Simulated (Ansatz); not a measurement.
**Generalised stacking fault in InSe**

Method: DFT PBEsol, scalar-relativistic, plane waves, PAW (Ansatz 0.2.0). Cutoff 420 eV, Γ-centred 6×7×3 k-points, Gaussian smearing of 0.05 eV. No spin polarisation. Energies are free energies at this smearing, counted from the undisturbed cell; pressure is positive in compression.

Zero of the scan (relaxed at this level; this form isn't the usual structure):

```
CELL_PARAMETERS angstrom
1.60512 0.00000 -4.27209
0.00000 4.11055 0.00000
10.14473 0.00000 4.26150
ATOMIC_POSITIONS crystal
In 0.85675 0.00000 0.38580
In 0.35675 0.50000 0.88580
In 0.14325 0.00000 0.61420
In 0.64325 0.50000 0.11420
Se 0.01723 0.00000 0.15472
Se 0.51723 0.50000 0.65472
Se 0.98277 0.00000 0.84528
Se 0.48277 0.50000 0.34528
```

The cut lies on the cell's a–b face, a (1 0 0) plane (indices in the standard cell, whose axes needn't be the Cartesian ones shown) of area 18.76 Å², between layers 2.51 Å apart. Vector c is tilted by f times 1·a + 0·b (length 4.564 Å) with the atoms' Cartesian places fixed: one unrelaxed fault a cell.

```tsv
f	γ (mJ/m²)	shear traction, the slope of γ along the slip (GPa)	gap on the mesh (eV)
0.0000	0	0.0	0.82
0.1000	?	?	0.74
0.2000	453	8.6	0.47
0.3000	?	8.3	0.00
0.4000	1110	2.8	0.00
0.5000	?	?	0.00
0.6000	941	-4.3	0.00
0.7000	710	-5.9	0.17
0.8000	409	-7.0	0.55
0.9000	122	-5.0	0.80
```

Where the gap reads zero the k-mesh, chosen for the insulator, is on the coarse side.

(1) Give the withheld values.

## Answers

(1) γ (mJ/m²) at f = 0.1000: 125; shear traction, the slope of γ along the slip (GPa) at f = 0.1000: 5.3; γ (mJ/m²) at f = 0.3000: 864; γ (mJ/m²) at f = 0.5000: 1107; shear traction, the slope of γ along the slip (GPa) at f = 0.5000: -2.6.